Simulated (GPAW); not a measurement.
SiC (Moissanite):

```
Si C
1.0
     3.07600    0.00000    0.00000
    -1.53800    2.66389    0.00000
     0.00000    0.00000    5.04800
Si C
2 2
Cartesian
  1.5380 0.8880 2.5240
  0.0000 1.7759 0.0000
  1.5380 0.8880 4.4675
  0.0000 1.7759 1.9435
```

| Item | Value |
| --- | --- |
| Program | GPAW 26.7.0 |
| Task | relaxation of cell and atoms |
| Functional | PBE |
| Dispersion | D4 |
| Potentials or basis | GPAW PAW data sets (gpaw-data 1.2.1) |
| Cutoff | 800 eV |
| Basis | pw |
| k mesh | 7 × 7 × 4 |
| Occupations | fermi-dirac, width 0.05 eV |
| Spin | no spin polarisation |

At the start: pressure 0.8 GPa; volume 10.34 Å³/atom.

Task: Where does the relaxation end?

Result: Over 17 steps the energy falls by 9.1 meV/atom and the volume is 10.36 Å³/atom (+0.2 %); space group P6_3mc (No. 186, to 0.05 Å).

The path:
```
step  energy change (eV)  largest force (eV/Å)  pressure (GPa)  volume (Å³)
   1              0.0000                0.7523            0.76        41.36
   2             -0.0198                0.5201            0.51        41.38
   3             -0.0358                0.0855            0.23        41.40
   4             -0.0264                0.4343            0.09        41.44
   5             -0.0283                0.3892            0.08        41.44
   6             -0.0313                0.3051            0.06        41.44
   7             -0.0343                0.1924            0.03        41.44
   8             -0.0362                0.0641            0.02        41.44
   9             -0.0363                0.0660            0.02        41.44
  10             -0.0363                0.0645            0.02        41.44
  11             -0.0363                0.0617            0.02        41.44
  12             -0.0363                0.0575            0.02        41.44
  13             -0.0363                0.0519            0.02        41.44
  14             -0.0364                0.0452            0.02        41.44
  15             -0.0364                0.0375            0.02        41.45
  16             -0.0364                0.0290            0.02        41.45
  17             -0.0365                0.0190            0.01        41.45
```

Final structure:
```
CELL_PARAMETERS angstrom
3.07884 0.00000 0.00000
-1.53942 2.66635 0.00000
0.00000 0.00000 5.04861
ATOMIC_POSITIONS crystal
Si 0.66667 0.33333 0.50445
Si 0.33333 0.66667 0.00445
C 0.66667 0.33333 0.88055
C 0.33333 0.66667 0.38055
```

Caveat: later steps reuse the first step's grids.
